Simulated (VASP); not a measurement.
Here is a VASP 6.6.1 calculation.

File INCAR:

```
PREC = Accurate
ENCUT = 600
EDIFF = 1E-6
ISMEAR = 0
SIGMA = 0.03
LREAL = False
LASPH = True
NELM = 80
ALGO = Normal
ISIF = 3
LWAVE = False
LCHARG = False
GGA = RP
IBRION = 2
NSW = 90
EDIFFG = -0.01
KPAR = 2
```

Contents of KPOINTS:

```
Automatic mesh
0
Gamma
  6 6 10
```

Contents of POSCAR:

```
TiO2
1.0
    4.5922000000      0.0000000000      0.0000000000
    0.0000000000      4.5922000000      0.0000000000
    0.0000000000      0.0000000000      2.9574000000
Ti O
2 4
Direct
    0.0000000000      0.0000000000      0.0000000000
    0.5000000000      0.5000000000      0.5000000000
    0.3049600000      0.3049600000      0.0000000000
    0.1950400000      0.8049600000      0.5000000000
    0.6950400000      0.6950400000      0.0000000000
    0.8049600000      0.1950400000      0.5000000000
```

Potentials or basis: VASP PAW PBE potentials, release 64 (Ti_sv, O).

Command:

```console
$ cat potpaw_PBE.64/Ti_sv/POTCAR potpaw_PBE.64/O/POTCAR > POTCAR
$ mpirun -np 2 vasp_std > vasp.out
```

Problem. What does it give for the relaxed cell?

Solution. a = 4.688 Å, b = 4.688 Å, c = 2.983 Å, α = 90.00°, β = 90.00°, γ = 90.00°.

Problem. Estimate the space group after relaxing (to 0.05 Å).

Solution. P4_2/mnm (No. 136).

Problem. Predict the relaxed volume.

Solution. 10.93 Å³/atom.

Step by step:
```tsv
step	energy change (eV)	largest force (eV/Å)	pressure (GPa)	volume (Å³)
1	0.0000	0.1548	10.85	62.37
2	0.0322	0.3961	-10.29	68.94
3	-0.0951	0.1273	-0.02	65.30
4	-0.0951	0.1223	0.16	65.24
5	-0.1007	0.0504	0.18	65.41
6	-0.1017	0.0055	0.19	65.54
7	-0.1017	0.0003	0.15	65.52
8	-0.1017	0.0034	0.17	65.52
9	-0.1017	0.0078	-0.16	65.63
10	-0.1018	0.0046	-0.01	65.57
```

Caveat: the PAW data sets were made with another functional, which shifts forces and pressure a little. Zero-point motion and thermal expansion aren't in these numbers.
